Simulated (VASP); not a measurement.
A run of VASP 6.6.1 is set up as follows.

INCAR

```
SYSTEM = ZrSe2
PREC = Accurate ; ENCUT = 450
EDIFF = 1E-6 ; ISMEAR = 0
SIGMA = 0.02 ; LREAL = .FALSE.
LASPH = .TRUE. ; NELM = 80
ALGO = Normal ; ISIF = 2
LWAVE = .FALSE. ; LCHARG = .FALSE.
GGA = PE
```

The input KPOINTS:

```
regular mesh
0
G
  4 4 2
  0 0 0
```

The input POSCAR:

```
ZrSe2
1.0
    3.7980000000      0.0000000000      0.0000000000
   -1.8990000000      3.2891644836      0.0000000000
    0.0000000000      0.0000000000      6.1920000000
Zr Se
1 2
Direct
    0.0000000000      0.0000000000      0.0000000000
    0.6666666667      0.3333333333      0.7500000000
    0.3333333333      0.6666666667      0.2500000000
```

Potentials or basis: VASP PAW PBE potentials, release 64 (Zr_sv_GW, Se_GW).

Launch:

```sh
$ cat potpaw_PBE.64/Zr_sv_GW/POTCAR potpaw_PBE.64/Se_GW/POTCAR > POTCAR
$ mpirun -np 1 vasp_std > vasp.out
```

**Question.** Estimate the pressure.

**Answer.** 2.2 GPa.

**Question.** What does it give for the largest force?

**Answer.** 0.247 eV/Å.

Stress tensor (GPa, compression positive):
```
2.00 0.00 0.00
0.00 2.00 0.00
0.00 0.00 2.74
```

Caveat: the k mesh is coarse (spacing up to 0.51 Å⁻¹), so the values aren't converged; this functional lacks dispersion, which binds the layers, so the pressure and a relaxed spacing across them are unreliable.
